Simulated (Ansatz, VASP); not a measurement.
## Two plane-wave programs on Be

```
Be
1.0
     2.26463    0.00000    0.00000
    -1.13232    1.96123    0.00000
     0.00000    0.00000    3.56162
Be
2
Cartesian
  0.0000 1.3075 0.8904
  1.1323 0.6537 2.6712
```

Alike in both runs: functional PBE; k mesh 30 × 30 × 16; occupations gaussian, width 0.1 eV; no spin polarisation.

Ansatz relaxed the structure, and its values are those at the end. VASP's run is a single point on that final structure, the one shown.

```csv
,VASP,Ansatz
version,VASP 6.6.1,Ansatz 0.2.0
potentials or method,"VASP PAW PBE potentials, release 64 (Be)","scalar-relativistic, plane waves, PAW"
plane-wave cutoff (eV),520,420
valence electrons in the cell,4,4
```

Ansatz gave:

```
gap on the k mesh at the Fermi level (eV) : none
pressure (GPa)                            : 0.0
```

Question: Estimate VASP's values.

Answer: gap on the k mesh at the Fermi level (eV): none; pressure (GPa): 0.1.

A gap of «none» marks a metal or a gap that the smearing closes.
